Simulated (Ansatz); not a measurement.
Runs of Ansatz 0.2.0 on GaAs. Symmetry: F-43m, No. 216, cubic system. The conventional cell has a = 5.654 Å, b = 5.654 Å, c = 5.654 Å, α = 90.00°, β = 90.00°, γ = 90.00°. As (site symmetry -43m) has 4 Ga at 2.45 Å as nearest neighbours. Ga (site symmetry -43m) is surrounded by 4 As at 2.45 Å. 

| task | level | spin | cell | k mesh | cutoff (eV) | points for each segment of the path | gap on the mesh (eV) | pressure (GPa) |
| --- | --- | --- | --- | --- | --- | --- | --- | --- |
| single point | PBE | off | as given | 8 × 8 × 8 | 420 | - | (b) | (a) |
| band structure | r2SCAN | SOC, no magnetisation | as given | 6 × 6 × 6 | 500 | 14 | 0.91 | 0.5 |
| relaxation of cell and atoms | PBE | off | relaxed | 8 × 8 × 8 | 420 | - | 0.16 | 0.0 |
| band structure | r2SCAN | off | as given | 6 × 6 × 6 | 500 | 14 | 1.01 | 0.5 |

Alike in all rows: potentials or basis Ansatz PAW; smearing fermi-dirac 0.05 eV.

Q: Estimate the missing entries.

A: (a) 3.3; (b) 0.52.

Caveats: the PAW data sets come from PBE, with cores solved anew for the run's functional, which leaves a small shift of forces and pressure (some runs); the plane-wave basis is chosen anew once the cell has moved, so the energies of steps on either side of that aren't comparable (some runs).

A k mesh can miss the band edges, and rows without SOC leave out spin-orbit coupling on As, Ga.
